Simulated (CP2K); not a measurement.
## AlCu under changes of volume

One of the cells (13.466 Å³/atom); the others are scaled copies at fixed shape and fractional positions:

```
CELL_PARAMETERS angstrom
2.99751 0.00000 0.00000
0.00000 2.99751 0.00000
0.00000 0.00000 2.99751
ATOMIC_POSITIONS crystal
Cu 0.50000 0.50000 0.50000
Al 0.00000 0.00000 0.00000
```

The cell comes from a database or a generator and needn't be the stable form of this composition.

* Program: CP2K 2026.2
* Functional: r2SCAN
* Potentials or basis: POTENTIAL_UZH Cu GTH-SCAN-q11, Al GTH-SCAN-q3; TZVP-MOLOPT-SCAN-GTH basis
* Density cutoff: 9184 eV
* k mesh: 9 × 9 × 9
* Occupations: fermi-dirac, width 0.1 eV
* Spin: no spin polarisation

```csv
volume (Å³/atom),energy over the lowest point (meV/atom),pressure (GPa)
12.658,0.00,3.0
12.928,0.11,-0.6
13.197,?,?
13.466,10.84,-5.4
13.736,21.95,-7.5
14.005,36.36,-9.4
14.274,53.72,-11.1
```

What does the run at 13.197 Å³/atom give?

Energy over the lowest point 3.44 meV/atom; pressure -3.1 GPa.

Worked out: A Birch-Murnaghan fit of order 3 (a polynomial in V^(-2/3)) to the other rows has its minimum at 12.80 Å³/atom with B0 = V·E''(V) = 108 GPa (rough, since the energies scatter). It gives 3.67 meV/atom at 13.197 Å³/atom, against the run's 3.44, and -dE/dV = -3.3 GPa, against -3.1.

Energies are extrapolated to zero smearing.

Caveats: the basis of atomic orbitals isn't converged, which shifts pressures, moduli and gaps.
